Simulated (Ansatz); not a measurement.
# All-electron card of Ti

```
Ti
1.0
     0.00000    2.83953    2.83953
     2.83953    0.00000    2.83953
     2.83953    2.83953    0.00000
Ti
2
Direct
  0.00000 0.00000 0.00000
  0.25000 0.25000 0.25000
```

Atom numbers follow the list: Ti1, Ti2.

The cell was built from the diamond type and relaxed in the same program, and has space group Fd-3m; it needn't be a known or the stable phase.

The calculation used DFT, PBE, all-electron LAPW, scalar-relativistic (Ansatz 0.2.0).

The runs use a Γ-centred 11×11×11 k mesh, Fermi–Dirac smearing of 0.05 eV, basis error target 1 meV/atom, no spin polarisation.

* Pressure at this cell: -0.03 GPa
* Volume per atom: 154.5 bohr³

Question: Give the computed value. Density of states at the Fermi level (0.2 eV bin).

Answer: 7.40 states/eV per cell.

Question: Give the computed value. Band gap.

Answer: None at this level of theory (metallic, semimetallic, or a small gap that the functional closes).
